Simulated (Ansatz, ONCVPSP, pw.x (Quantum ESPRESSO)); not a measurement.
# From atom to crystal: ONCV potential for P (Z = 15)

ONCVPSP 4.0.1 input, shortened (lines: element, Z, core and valence counts, functional; n l f; lmax; l rc ep ncon nbas qcut; lloc lpopt rc5 dvloc0; l nproj debl; icmod fcfact rcfact), PBE, scalar-relativistic:

```
  P 15.00    3    2        4      upf
    1    0    2.00
    2    0    2.00
    2    1    6.00
    3    0    2.00
    3    1    2.50
    2
    0    1.55    0.00    4    9    4.30
    1    1.50    0.00    4    7    5.60
    2    1.55    0.06    4    8    5.40
    4    3    1.15    0.00
    0    2    0.30
    1    2    2.70
    2    1    1.00
    1    0.25    0.00
```

In the s channel the program set the typed energies aside and used -0.677, 0.250 Ha.

Crystal test: sc P in pw.x 7.5, no spin, 13³ k-points, Fermi–Dirac smearing 0.01 Ry, cutoffs 130/520 Ry. The reference is all-electron LAPW (Ansatz 0.2.0) with the same functional, mesh and smearing; V0 and B0 come from Birch–Murnaghan fits to the pressures at five volumes. Errors are pseudo minus all-electron; Δ is the rms difference of the E(V) curves that follow from these fits, minima aligned, over ±6 % about the mean V0. Mesh and smearing are coarse, so the numbers serve the comparison and aren't converged zero-temperature values; the lattice is a test structure that the element need not adopt.

| V (Å³/atom) | P all-electron (GPa) | P pseudo (GPa) |
| --- | --- | --- |
| 13.890 | 7.01 | 6.85 |
| 14.255 | 3.42 | 3.27 |
| 14.621 | 0.27 | 0.14 |
| 14.987 | -2.41 | -2.52 |
| 15.352 | -4.62 | -4.71 |

All-electron: a0 = 2.447 Å (V0 = 14.66 Å³/atom), B0 = 113.3 GPa.

Pseudopotential: mean pressure error (GPa): -0.13; a0 (Å): 2.446; a0 error (%): -0.04; B0 error (%): -0.1; Δ (meV/atom): 0.4.

Problem. At the middle volume, how do free energy and pressure move when the wave cutoff is lowered (ecutrho kept at four times it)?

Solution.

| cutoff (Ry) | shift of F (meV/atom) | shift of P (GPa) |
| --- | --- | --- |
| 58 | +12.2 | -0.08 |
| 78 | +6.0 | +0.02 |
| 104 | +3.5 | -0.13 |

The run at the middle volume (84 k-points, 6 iterations) took about 9.4 s on one core of a shared host (AMD EPYC 9R45 96-Core Processor, 96 threads, 376 GiB, load 60).
